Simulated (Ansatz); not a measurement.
**O vacancy in SiO2**

A defect calculation: O vacancy in SiO2, supercell of 36 sites.

Program: Ansatz 0.2.0. Level of theory: DFT PBE, scalar-relativistic, plane waves, PAW. These are calculated values, not measurements.

3 further runs of the same task are left out: 3 set aside as unsound or not needed.

## 1. Starting point

The structure is hexagonal, space group P6_222 (No. 180). The conventional cell has a = 5.105 Å, b = 5.105 Å, c = 5.585 Å, α = 90.00°, β = 90.00°, γ = 120.00°. Si (site symmetry 222) has 4 O at 1.62 Å in its first shell of neighbours. Around O (site symmetry 2) lie 2 Si at 1.62 Å.

As a file:

```xyz
9
Lattice="5.1054 0.0000 0.0000 -2.5527 4.4214 0.0000 0.0000 0.0000 5.5851" Properties=species:S:1:pos:R:3 pbc="T T T"
Si   -1.2763    2.2107    3.7234
Si    1.2763    2.2107    1.8617
Si    2.5527    0.0000    0.0000
O     2.5527    2.5819    2.7925
O    -0.9597    3.5017    4.6542
O     0.9597    3.5017    0.9308
O     0.0000    1.8395    2.7925
O     3.5123    0.9197    4.6542
O     1.5930    0.9197    0.9308
```

It goes back to an entry of the Materials Project, which need not be the stable form.

This cell was relaxed beforehand with the same method: volume 14.01 Å³/atom, gap on the mesh 5.55 eV.

The perfect supercell (rows 1 0 1; 1 0 -1; 1 2 0 in vectors of this cell) was computed beforehand with the same settings: E(σ→0) = -21288.7682 eV for 36 atoms, gap 6.34 eV on its own mesh.

## 2. The defect cell

The atom at (0.500, 0.000, 0.292) of the supercell is taken out. The other atoms start on their ideal sites. Its neighbours are 2 Si at 1.62 Å.

## 3. Relaxing the defect

Contents of input.yaml:

```yaml
crystal:
  lattice:
    - [5.1053795026, 0.0, 5.5850507228]
    - [5.1053795026, 0.0, -5.5850507228]
    - [1.0e-10, 8.8427766904, 0.0]
  atoms:
    - { symbol: Si, position: [0.7083333333, 0.0416666667, 0.25] }
    - { symbol: Si, position: [0.2083333333, 0.5416666667, 0.25] }
    - { symbol: Si, position: [0.9583333333, 0.2916666667, 0.75] }
    - { symbol: Si, position: [0.4583333333, 0.7916666667, 0.75] }
    - { symbol: Si, position: [0.2916666667, 0.9583333333, 0.25] }
    - { symbol: Si, position: [0.7916666667, 0.4583333333, 0.25] }
    - { symbol: Si, position: [0.5416666667, 0.2083333333, 0.75] }
    - { symbol: Si, position: [0.0416666667, 0.7083333333, 0.75] }
    - { symbol: Si, position: [0.75, 0.75, 0.0] }
    - { symbol: Si, position: [0.25, 0.25, 0.0] }
    - { symbol: Si, position: [0.0, 0.0, 0.5] }
    - { symbol: Si, position: [0.5, 0.5, 0.5] }
    - { symbol: O, position: [0.0, 0.5, 0.2919802235] }
    - { symbol: O, position: [0.75, 0.25, 0.7919802235] }
    - { symbol: O, position: [0.25, 0.75, 0.7919802235] }
    - { symbol: O, position: [0.3226814991, 0.4893481657, 0.3959901117] }
    - { symbol: O, position: [0.8226814991, 0.9893481657, 0.3959901117] }
    - { symbol: O, position: [0.5726814991, 0.7393481657, 0.8959901117] }
    - { symbol: O, position: [0.0726814991, 0.2393481657, 0.8959901117] }
    - { symbol: O, position: [0.1773185009, 0.0106518343, 0.3959901117] }
    - { symbol: O, position: [0.6773185009, 0.5106518343, 0.3959901117] }
    - { symbol: O, position: [0.4273185009, 0.2606518343, 0.8959901117] }
    - { symbol: O, position: [0.9273185009, 0.7606518343, 0.8959901117] }
    - { symbol: O, position: [0.25, 0.75, 0.2080197765] }
    - { symbol: O, position: [0.75, 0.25, 0.2080197765] }
    - { symbol: O, position: [0.5, 1.0, 0.7080197765] }
    - { symbol: O, position: [0.0, 0.5, 0.7080197765] }
    - { symbol: O, position: [0.7606518343, 0.9273185009, 0.1040098883] }
    - { symbol: O, position: [0.2606518343, 0.4273185009, 0.1040098883] }
    - { symbol: O, position: [0.0106518343, 0.1773185009, 0.6040098883] }
    - { symbol: O, position: [0.5106518343, 0.6773185009, 0.6040098883] }
    - { symbol: O, position: [0.2393481657, 0.0726814991, 0.1040098883] }
    - { symbol: O, position: [0.7393481657, 0.5726814991, 0.1040098883] }
    - { symbol: O, position: [0.4893481657, 0.3226814991, 0.6040098883] }
    - { symbol: O, position: [0.9893481657, 0.8226814991, 0.6040098883] }
  host:
    lattice:
      - [5.1053795026, 0.0, 0.0]
      - [-2.5526897513, 4.4213883452, 0.0]
      - [0.0, 0.0, 5.5850507228]
    atoms:
      - { symbol: Si, position: [0.0, 0.5, 0.6666666667] }
      - { symbol: Si, position: [0.5, 0.5, 0.3333333333] }
      - { symbol: Si, position: [0.5, 0.0, 0.0] }
      - { symbol: O, position: [0.7919802235, 0.583960447, 0.5] }
      - { symbol: O, position: [0.2080197765, 0.7919802235, 0.8333333333] }
      - { symbol: O, position: [0.583960447, 0.7919802235, 0.1666666667] }
      - { symbol: O, position: [0.2080197765, 0.416039553, 0.5] }
      - { symbol: O, position: [0.7919802235, 0.2080197765, 0.8333333333] }
      - { symbol: O, position: [0.416039553, 0.2080197765, 0.1666666667] }
basis:
  ecutwfc: 420
  xc_grid: 2
kpoints:
  mp_grid: { grid: [2, 2, 2], shift: [0.5, 0.5, 0.5] }
hamiltonian:
  xc: pbe
scf:
  occupations: { method: gaussian, width: 0.01 }
output:
  forces: true
  stress: false
  eigenvalues: true
  charged_corrections: { defect_position: [0.5, 1.0, 0.29198022] }
  write_density: true
  write_potential: true
  elf: true
  volumetric_format: npy
relax:
  adjacent_minimum: "off"
  f_tol: 0.025
  max_steps: 45
```

Launch:

```sh
> ansatz run input.yaml --threads 4 --pin off --max-ram 10240MiB --backend cpu --events-out ev --progress --plain --runs-dir out
```

Log (excerpt; [...] marks lines left out):

```text
Warning: RAYON_NUM_THREADS=4 ignored (pool sized by the plan → 4); use --threads N
[...]
Pseudopotentials: kind: paw
Pseudopotential: Si, paw, valence charge 4, recommended cutoff 420 eV (normal), Si.paw.azcp
Pseudopotential: O, paw, valence charge 6, recommended cutoff 420 eV (normal), O.paw.azcp
Functional definition: PBE
[...]
Crystal: 35 atoms, lattice volume = 504.282 Å³
Basis set: ecut = 420 eV, 9827 PW (Γ), exchange–correlation on 108×108×120 points (8 copies of the dense FFT grid, shifted against one another)
Bands: 128, of which v1, the nominal top of the filled ones, is band 93 counted from 1 (92 counted from 0)
Symmetry: 2 space group operations
Space group: P2 (ITA 3), of the structure as read, at distance tolerance 8.0e-5 Å
k-points: 2 of 8 (time reversal used)
[...]
SCF iter   1: F=—  HF=-20717.546932 eV  |F-HF|=—  |Δ(HF+E_count)|=         —  Δρ=2.02e-3  dr2=2.13e-2  ethr=1.77e-3  ⟨swp⟩=6.0  Hψ=1240  notcnv=0  defer=43
[...]
relax step   1: F+E_penalty+E_count = -20717.55220448 eV  Δ(F+E_penalty+E_count) = +0.000e0 eV  max|allowed force component| = 2.064e0 eV/Å  Δτ_max = 0.0000 Å  (6 SCF iters, dr2 threshold 1.56e-5 eV, accepted)
[...]
relax step   4: F+E_penalty+E_count = -20717.99258972 eV  Δ(F+E_penalty+E_count) = +1.398e-1 eV  max|allowed force component| = 1.408e0 eV/Å  Δτ_max = 0.2000 Å  (7 SCF iters, dr2 threshold 1.00e-4 eV, rejected (line search))
[...]
relax step   5: F+E_penalty+E_count = -20718.22538391 eV  Δ(F+E_penalty+E_count) = -9.303e-2 eV  max|allowed force component| = 1.355e-1 eV/Å  Δτ_max = 0.1000 Å  (9 SCF iters, accepted)
```

## 4. The output, continued: O vacancy (site j), charge +0, atoms relaxed at the host's cell

The log, continued:

```text
SCF iter   1: F=—  HF=-20718.244597 eV  |F-HF|=—  |Δ(HF+E_count)|=         —  Δρ=2.90e-3  dr2=2.97e-2  ethr=1.64e-4  ⟨swp⟩=3.0  Hψ=514  notcnv=0  defer=62
preconditioner: auto → Resta (q_TF=auto, 2.310 Å⁻¹)  ε∞=3.0  [insulator: Δε(μ)=5.303 eV  Ē_g=16.107 eV  σ=0.010 eV  W_gap=1.00  n_scr=108 (ndim 8)  ℏωp=22.6 eV  f_vac=0.186  D(μ)=0.00/eV (n_scr^D=0)  ε∞_Penn≈3.0]
SCF iter   2: F=—  HF=-20718.236987 eV  |F-HF|=—  |Δ(HF+E_count)|=   7.61e-3  Δρ=1.53e-3  dr2=8.53e-3  ethr=1.60e-5  ⟨swp⟩=2.0  Hψ=301  notcnv=0  defer=62
SCF iter   3: F=—  HF=-20718.234613 eV  |F-HF|=—  |Δ(HF+E_count)|=   2.37e-3  Δρ=3.11e-4  dr2=2.94e-4  ethr=4.59e-6  ⟨swp⟩=2.0  Hψ=364  notcnv=0  defer=62
SCF iter   4: F=—  HF=-20718.233922 eV  |F-HF|=—  |Δ(HF+E_count)|=   6.90e-4  Δρ=1.31e-4  dr2=6.03e-5  ethr=1.58e-7  ⟨swp⟩=2.0  Hψ=378  notcnv=0  defer=62
SCF iter   5: F=—  HF=-20718.233924 eV  |F-HF|=—  |Δ(HF+E_count)|=   1.26e-6  Δρ=4.69e-5  dr2=9.87e-6  ethr=3.24e-8  ⟨swp⟩=2.5  Hψ=373  notcnv=0  defer=62
SCF iter   6: F=-20718.233924 eV  HF=-20718.233925 eV  |F-HF|=4.35e-7  |Δ(HF+E_count)|=   9.11e-7  Δρ=1.57e-5  dr2=1.09e-6  ethr=6.17e-10  ⟨swp⟩=18.5  Hψ=2472  notcnv=0
SCF 6 converged in 6 iterations: F = -20718.233924 eV  dr2 = 1.09e-6
relax step   6: F+E_penalty+E_count = -20718.23392408 eV  Δ(F+E_penalty+E_count) = -8.540e-3 eV  max|allowed force component| = 2.134e-2 eV/Å  Δτ_max = 0.0380 Å  (6 SCF iters, dr2 threshold 1.15e-6 eV, accepted)
iter 1 solved again at ethr=6.14e-10 eV; its pass at ethr=3.10e-3 eV (dr2=1.14e-6 eV) is discarded
SCF iter   1: F=—  HF=-20718.233733 eV  |F-HF|=—  |Δ(HF+E_count)|=         —  Δρ=1.64e-5  dr2=1.13e-6  ethr=6.14e-10  ⟨swp⟩=1.0  Hψ=608  notcnv=0
preconditioner: auto → Resta (q_TF=auto, 2.310 Å⁻¹)  ε∞=3.0  [insulator: Δε(μ)=5.300 eV  Ē_g=16.105 eV  σ=0.010 eV  W_gap=1.00  n_scr=108 (ndim 8)  ℏωp=22.6 eV  f_vac=0.186  D(μ)=0.00/eV (n_scr^D=0)  ε∞_Penn≈3.0]
SCF iter   2: F=—  HF=-20718.233924 eV  |F-HF|=—  |Δ(HF+E_count)|=   1.92e-4  Δρ=5.75e-6  dr2=2.31e-7  ethr=6.10e-10  ⟨swp⟩=2.0  Hψ=380  notcnv=0
SCF iter   3: F=-20718.233925 eV  HF=-20718.233924 eV  |F-HF|=4.74e-8  |Δ(HF+E_count)|=   4.94e-8  Δρ=3.23e-6  dr2=9.02e-8  ethr=5.38e-11  ⟨swp⟩=8.0  Hψ=1451  notcnv=0
SCF 7 converged in 3 iterations: F = -20718.233925 eV  dr2 = 9.02e-8
relax step   7: F+E_penalty+E_count = -20718.23392452 eV  Δ(F+E_penalty+E_count) = -4.476e-7 eV  max|allowed force component| = 2.124e-2 eV/Å  Δτ_max = 0.0000 Å  (3 SCF iters, accepted)
SCF converged after 3 iterations
Free energy (F): -20718.233925 eV
Harris-Foulkes:  -20718.233924 eV  (|F-HF|=4.74e-8)
Internal energy: -20718.233925 eV  (E = F + TS)
E sigma→0 (E₀):  -20718.233925 eV
Fermi energy:    4.624054 eV
--- Per-component energies (eV) ---
  E_band       = -971.954828
  E_kinetic    = 4621.584245
  E_local      = -12413.166604  (includes V_loc(G=0)·N_el)
  E_nonlocal   = 1385.916813
  E_hartree    = 4524.638211
  E_xc         = -2366.542603
  E_vxc        = -2736.938613  (∫ρ·V_xc dr)
  E_paw        = -9812.467108  (= ΣΔE_a)
  E_vpaw       = -878.686575  (= ΣTr[D̂ρ^β])
  E_aug_tail   = 0.059426  (compensation charges beyond the density's cutoff)
  E_ewald      = -6658.256303
  E_smearing   = -0.000000  (= −TS)
  E_closure    = -0.000000  (closes the sum)
  Σ components = -20718.233925   (vs F -20718.233925, Δ=0.00e0)
--- Forces (eV/Å), atoms counted from 1 ---
  atom   1  Si    -0.01331589     0.00678464     0.00091898
  atom   2  Si    -0.00764484     0.00314794    -0.00442379
  atom   3  Si     0.00322356    -0.00082498    -0.00335721
  atom   4  Si    -0.00215661     0.00717009     0.00217644
  atom   5  Si     0.01331589     0.00678464    -0.00091898
  atom   6  Si     0.00764484     0.00314794     0.00442379
  atom   7  Si     0.00215661     0.00717009    -0.00217644
  atom   8  Si    -0.00322356    -0.00082498     0.00335721
  atom   9  Si    -0.00532124     0.00709783     0.00349590
  atom  10  Si     0.00532124     0.00709783    -0.00349590
  atom  11  Si     0.00000000     0.02123046     0.00000000
  atom  12  Si     0.00000000     0.00152688     0.00000000
  atom  13  O     -0.00000000    -0.00032398     0.00000000
  atom  14  O     -0.00144017    -0.00500777     0.00355730
  atom  15  O      0.00144017    -0.00500777    -0.00355730
  atom  16  O      0.00236483     0.00020546     0.00330681
  atom  17  O     -0.00626181    -0.00863535    -0.00497820
  atom  18  O      0.00327452    -0.00103249     0.00185968
  atom  19  O     -0.00451079    -0.00106219     0.00355964
  atom  20  O      0.00626181    -0.00863535     0.00497820
  atom  21  O     -0.00236483     0.00020546    -0.00330681
  atom  22  O     -0.00327452    -0.00103249    -0.00185968
  atom  23  O      0.00451079    -0.00106219    -0.00355964
  atom  24  O     -0.00405537     0.00464923     0.00657612
  atom  25  O      0.00405537     0.00464923    -0.00657612
  atom  26  O     -0.00000000    -0.00057953     0.00000000
  atom  27  O      0.00000000     0.00207294     0.00000000
  atom  28  O     -0.00778616    -0.00720195    -0.00581443
  atom  29  O     -0.00742243    -0.01169729     0.00475549
  atom  30  O      0.00084931    -0.00191853    -0.00518270
  atom  31  O     -0.01104584    -0.00372315    -0.00268683
  atom  32  O      0.00778616    -0.00720195     0.00581443
  atom  33  O      0.00742243    -0.01169729    -0.00475549
  atom  34  O      0.01104584    -0.00372315     0.00268683
  atom  35  O     -0.00084931    -0.00191853     0.00518270
  max |Σ_I F_I| component: 1.70e-4 eV/Å
--- Band table (eV) ---
  k-point 0: bands = ["-17.4998", "-17.2535", "-17.2045", "-17.1330", "-16.9467", "-16.7603", "-16.6932", "-16.4365", "-16.2885", "-16.2271", "-16.1356", "-15.9125", "-15.7631", "-15.7357", "-15.7140", "-15.7057", "-15.6920", "-15.6869", "-15.6640", "-15.6520", "-15.6454", "-15.5682", "-15.5490", "-7.5820", "-7.1121", "-6.9745", "-6.7994", "-6.3569", "-5.9517", "-5.6902", "-5.2902", "-5.1454", "-4.8685", "-4.5483", "-4.0381", "-3.9953", "-3.9472", "-3.9110", "-3.8817", "-3.8198", "-3.7657", "-3.6460", "-3.4703", "-3.3987", "-3.2753", "-3.1530", "-1.9239", "-1.5700", "-1.4612", "-1.3945", "-1.3494", "-1.2861", "-1.2714", "-1.1553", "-1.0791", "-1.0219", "-0.9251", "-0.8179", "-0.7252", "-0.6705", "-0.6315", "-0.5844", "-0.5476", "-0.5238", "-0.4820", "-0.3493", "-0.3249", "-0.1901", "-0.1614", "-0.0734", "-0.0554", "0.0264", "0.1156", "0.1917", "0.2317", "0.3758", "0.4291", "0.4963", "0.5468", "0.6016", "0.6775", "0.7678", "0.8545", "0.9407", "1.0173", "1.0638", "1.1574", "1.1998", "1.2558", "1.3211", "1.3897", "1.4635", "1.9739", "7.2742", "7.8845", "8.1140", "8.5908", "9.4019", "9.4648", "9.5411", "9.8943", "10.1791", "10.3751", "10.4688", "10.5623", "10.5959", "10.7552", "10.8601", "10.9052", "10.9599", "11.0209", "11.1714", "11.3009", "11.3531", "11.4390", "11.4996", "11.6616", "11.7304", "11.8299", "11.8925", "11.9429", "12.1060", "12.2410", "12.5199", "12.5996", "12.7930", "12.9275", "12.9518"]
  k-point 1: bands = ["-17.5098", "-17.2718", "-17.2124", "-17.1091", "-16.8150", "-16.7804", "-16.7291", "-16.5721", "-16.2700", "-16.1866", "-16.1479", "-15.8803", "-15.7575", "-15.7304", "-15.7174", "-15.6997", "-15.6965", "-15.6914", "-15.6656", "-15.6581", "-15.6444", "-15.5678", "-15.5527", "-7.5879", "-7.1114", "-7.0338", "-6.8064", "-6.1199", "-5.9066", "-5.8600", "-5.5399", "-4.8961", "-4.7715", "-4.6413", "-4.2226", "-4.0764", "-3.9658", "-3.9238", "-3.8226", "-3.7229", "-3.6056", "-3.5663", "-3.4630", "-3.3545", "-3.3201", "-3.2992", "-1.9552", "-1.5213", "-1.4947", "-1.4794", "-1.3467", "-1.3015", "-1.2732", "-1.1252", "-1.0229", "-0.9520", "-0.9111", "-0.8747", "-0.7390", "-0.6809", "-0.6206", "-0.5958", "-0.5659", "-0.5068", "-0.4038", "-0.3830", "-0.2964", "-0.1968", "-0.1515", "-0.0469", "-0.0168", "0.0597", "0.0913", "0.1405", "0.2527", "0.3156", "0.4164", "0.4951", "0.5562", "0.6389", "0.6954", "0.7569", "0.8173", "0.9200", "0.9613", "1.0418", "1.1273", "1.1905", "1.3115", "1.3721", "1.4074", "1.4829", "1.9055", "7.3558", "7.8701", "8.1918", "8.5198", "9.1395", "9.4475", "9.5657", "10.0840", "10.2451", "10.3382", "10.4072", "10.4922", "10.5619", "10.7544", "10.8151", "10.9928", "11.0578", "11.1676", "11.2215", "11.3276", "11.4039", "11.5450", "11.6222", "11.7092", "11.7400", "11.7757", "11.8609", "11.9521", "12.0846", "12.2352", "12.3332", "12.5492", "12.6198", "12.7840", "12.9653"]
--- Relaxed structure (7 steps of the walk, 6 accepted, 0 SCFs on fresh bases) ---
  F+E_penalty+E_count = -20718.23392452 eV   max|allowed force component| = 2.124e-2 eV/Å
  atoms:
    - { symbol: Si, position: [0.6737110641864871, 0.035905840255847976, 0.25942144897262626] }
    - { symbol: Si, position: [0.21298210888673064, 0.5414117796738223, 0.24862064151455432] }
    - { symbol: Si, position: [0.9662572546012707, 0.2873603411625796, 0.7515848439115552] }
    - { symbol: Si, position: [0.44924339046731215, 0.7922429529019743, 0.7484804449554109] }
    - { symbol: Si, position: [0.3262889358135129, 0.964094159744152, 0.2594214489726262] }
    - { symbol: Si, position: [0.7870178911132694, 0.45858822032617763, 0.24862064151455426] }
    - { symbol: Si, position: [0.5507566095326877, 0.20775704709802567, 0.748480444955411] }
    - { symbol: Si, position: [0.033742745398729346, 0.7126396588374204, 0.7515848439115552] }
    - { symbol: Si, position: [0.7373191670062433, 0.7492990634465859, -0.00018746748073423608] }
    - { symbol: Si, position: [0.2626808329937567, 0.25070093655341413, -0.00018746748073423633] }
    - { symbol: Si, position: [1.0335699258161641e-19, 1.0779415263127514e-19, 0.4941905869062655] }
    - { symbol: Si, position: [0.5, 0.5, 0.4967213644093514] }
    - { symbol: O, position: [8.326672684688674e-17, 0.5, 0.28123394929647305] }
    - { symbol: O, position: [0.7587319332556648, 0.23906193695919165, 0.7948818719929993] }
    - { symbol: O, position: [0.24126806674433549, 0.7609380630408087, 0.7948818719929993] }
    - { symbol: O, position: [0.32143564486574144, 0.47128341751531827, 0.3931427551830505] }
    - { symbol: O, position: [0.8155282798445652, 0.9907820906804429, 0.3942586059146425] }
    - { symbol: O, position: [0.5636743336762162, 0.7311033707146333, 0.8911103922818097] }
    - { symbol: O, position: [0.08447747871759105, 0.2288997839454474, 0.894730640146645] }
    - { symbol: O, position: [0.18447172015543473, 0.009217909319557155, 0.3942586059146425] }
    - { symbol: O, position: [0.6785643551342586, 0.5287165824846818, 0.3931427551830505] }
    - { symbol: O, position: [0.4363256663237837, 0.2688966292853667, 0.8911103922818097] }
    - { symbol: O, position: [0.9155225212824089, 0.7711002160545527, 0.8947306401466449] }
    - { symbol: O, position: [0.27804305414344305, 0.7514170248482333, 0.22118910373813494] }
    - { symbol: O, position: [0.7219569458565569, 0.24858297515176664, 0.22118910373813497] }
    - { symbol: O, position: [0.5, 1.0, 0.7068777474766995] }
    - { symbol: O, position: [0.0, 0.49999999999999994, 0.7182908679198512] }
    - { symbol: O, position: [0.726997131794642, 0.9212447503234453, 0.11016279046424743] }
    - { symbol: O, position: [0.2628312483067039, 0.43235504974376304, 0.09825710633999223] }
    - { symbol: O, position: [0.014485473970118179, 0.17821759861281003, 0.6000920495330239] }
    - { symbol: O, position: [0.49141163104635543, 0.6769310894516438, 0.599607402777722] }
    - { symbol: O, position: [0.273002868205358, 0.07875524967655446, 0.11016279046424741] }
    - { symbol: O, position: [0.7371687516932961, 0.5676449502562371, 0.09825710633999224] }
    - { symbol: O, position: [0.5085883689536447, 0.3230689105483563, 0.599607402777722] }
    - { symbol: O, position: [0.985514526029882, 0.82178240138719, 0.6000920495330239] }
```

Wall time 77 s (4 threads of Arm Neoverse N1, shared host); peak memory 0.91 GiB.

Step by step:

| step | energy from step 1 (eV/cell) | largest force component (eV/Å) |
| --- | --- | --- |
| 1 | 0.0000 | 2.0639 |
| 2 | -0.4377 | 1.1090 |
| 3 | -0.5801 | 0.7163 |
| 4x | -0.4404 | 1.4076 |
| 5 | -0.6732 | 0.1355 |
| 6 | -0.6817 | 0.0213 |
| 7 | -0.6817 | 0.0212 |

Step 1 is the start. Step 7 solves the same geometry again. 1 step was tried and not accepted (4; marked x where the table lists them).

The largest move, 0.27 Å, is shared by several atoms, Si1 among them.

The maps below use the cell's axes, with the origin moved to put the defect at the centre.

Density in a lattice plane of the grid's cell (edges 7.57 and 8.84 Å, at 0.491 of the third edge), which holds Si and O.

Ten even steps from ' ' (0.01 e/Å³) to '@' (7.20 e/Å³):
```
                  --**--                
                ..**@@++..              
                  ::==::                
                                        
                                        
                                        
    ..----..                  ..==--..  
    ::##@@--                  ==@@%%::  
    ..==++::                  ::++==..  
        ..                      ..      
                                        
                                        
          ....            ..::::..      
          ....            ..::--..      
                            ....        
                                        
                                        
                                        
                                        
                                        
```
Columns run along the first of these edges and rows up along the second, over one cell in 20 and 20 even steps from the bottom left corner. Atoms in the plane (fractional): Si at (0.00, 0.69), O at (0.82, 0.59), O at (0.18, 0.59), O at (0.50, 0.91).

ELF in the same plane.

Ten even steps from ' ' (0.00) to '@' (0.99):
```
              --####**####--            
              ==%%##--##%%==            
....          ==##%%%%%%##==          ..
::::..        ..==**##**==..        ..::
............      ..::..      ..........
::  ==******--              --******==  
  ==%%%%%%%%**::          ::**%%%%%%%%==
::**%%++==##**::::**##++::::**##--++%%**
..==######%%**--**@@@@@@**--**%%######==
  ::++####**::::%%@@@@@@%%::--**####++::
    ....::....::**@@@@@@**......::....  
      ..--++++----##%%##--==****==..    
    ..==######**--::::::--##%%%%##++::  
    ::**##%%%%**--      ==##%%%%%%**--  
    ..==######**--      --**%%%%##++..  
      ..--++==--        ..--++++==..    
                                        
                                        
                  ::--::                
              ..==**##**==..            
```
Columns run along the first of these edges and rows up along the second, over one cell in 20 and 20 even steps from the bottom left corner. Atoms in the plane (fractional): Si at (0.00, 0.69), O at (0.82, 0.59), O at (0.18, 0.59), O at (0.50, 0.91).

Both are smooth fields of the valence electrons: close to the nuclei they are not physical.

Outside the cores ELF peaks at 0.99 on the Si–Si line, 1.1 Å from Si; 0.86 in the shell around O, 0.6 Å from O; 0.85 beside O, off the lines to its neighbours, 0.7 Å from O.

## 5. Formation energy and levels

| charge | E(defect cell) - E(host) (eV) | formation energy (eV) | moment over the host's (μB) | largest move (Å) | neighbours |
| --- | --- | --- | --- | --- | --- |
| 0 | 570.534 | 5.57 | 0.00 | 0.28 | 2 Si at 1.35 Å, 2 O at 2.46 Å, 2 O at 2.49 Å, 2 O at 2.56 Å |

Atoms are taken from and returned to the elements' standard states: O -564.968 eV an atom at this level.

## 6. Results

| quantity | value |
| --- | --- |
| formation energy, neutral | 5.57 eV |
| nearest atoms after relaxation, one image of each, neutral | 2 Si at 1.35 Å, 2 O at 2.46 Å, 2 O at 2.49 Å, 2 O at 2.56 Å |

In words: Forming the neutral defect takes 5.57 eV with the elements as reservoirs. With elemental O as the reservoir this is the highest cost; O-poor conditions lower it. Spin polarisation was off in the neutral run, so a moment could not show there. With 36 host sites the defect feels its images, so energies are good to tenths of an eV at best. A distortion of lower symmetry was not tried.
